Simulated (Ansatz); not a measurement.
## Cu: comparing deformations

Level of theory: DFT PBE, scalar-relativistic, plane waves, PAW (Ansatz 0.2.0). Cutoff 420 eV, Γ-centred 28×28×28 k-points, Gaussian smearing of 0.15 eV. No spin polarisation. Energies are free energies at this smearing, counted from the undisturbed cell; pressure is positive in compression.

Reference structure (relaxed at this level):

```
Cu
1.0
     0.00000    1.81487    1.81487
     1.81487    0.00000    1.81487
     1.81487    1.81487    0.00000
Cu
1
Direct
  0.00000 0.00000 0.00000
```

The cell is strained by ε times a Voigt pattern (xx, yy, zz, yz, xz, xy; engineering shear) with fractional coordinates fixed. τ = (1/V0) dE/dε comes from the stress tensor. Of each scan, only the three points used here are listed.

```csv
pattern,ε,τ (GPa)
"(0, 0, 0, 0, 0, 1)",-0.0050,-0.42
"(0, 0, 0, 0, 0, 1)",0.0000,0.00
"(0, 0, 0, 0, 0, 1)",0.0050,0.42
"(0, 1, 0, 0, 0, 0)",-0.0100,-1.83
"(0, 1, 0, 0, 0, 0)",0.0000,0.03
"(0, 1, 0, 0, 0, 0)",0.0050,0.92
"(1, 1, 0, 0, 0, 0)",-0.0250,-17.04
"(1, 1, 0, 0, 0, 0)",0.0000,0.05
"(1, 1, 0, 0, 0, 0)",0.0250,13.37
"(0, 0, 1, 0, 0, 0)",-0.0250,-4.75
"(0, 0, 1, 0, 0, 0)",0.0000,0.03
"(0, 0, 1, 0, 0, 0)",0.0250,4.27
```

Q: Which constants do the scans give, and which deformation costs least for the same size of strain tensor?

A: The slope dτ/dε at zero (parabola through three points) is pᵀCp: (0, 0, 0, 0, 0, 1) gives C44 = 84 GPa; (0, 1, 0, 0, 0, 0) gives C11 = 181 GPa; (1, 1, 0, 0, 0, 0) gives 2(C11 + C12) = 608 GPa; (0, 0, 1, 0, 0, 0) gives C11 = 180 GPa. The size of the strain tensor, ε:ε, is ε² times 0.5, 1.0, 2.0, 1.0. Per unit of it the stiffnesses are 168, 181, 304, 180 GPa, so (0, 0, 0, 0, 0, 1) is the softest of these: at ε:ε = (1 %)² the quadratic term costs 0.63 meV/atom against 1.13 for the stiffest.

Q: What else follows for this cubic crystal?

A: From the unrounded slopes C11 = 180.4 and C12 = 123.6 GPa, so B = (C11 + 2 C12)/3 = 143 GPa and the Poisson ratio for a pull along a cube edge is C12/(C11 + C12) = 0.41.

Q: How anisotropic is this cubic crystal?

A: Zener's ratio 2 C44/(C11 − C12) = 2.96; it is 1 for an isotropic solid.

In a metal these slopes depend on the k mesh and the smearing.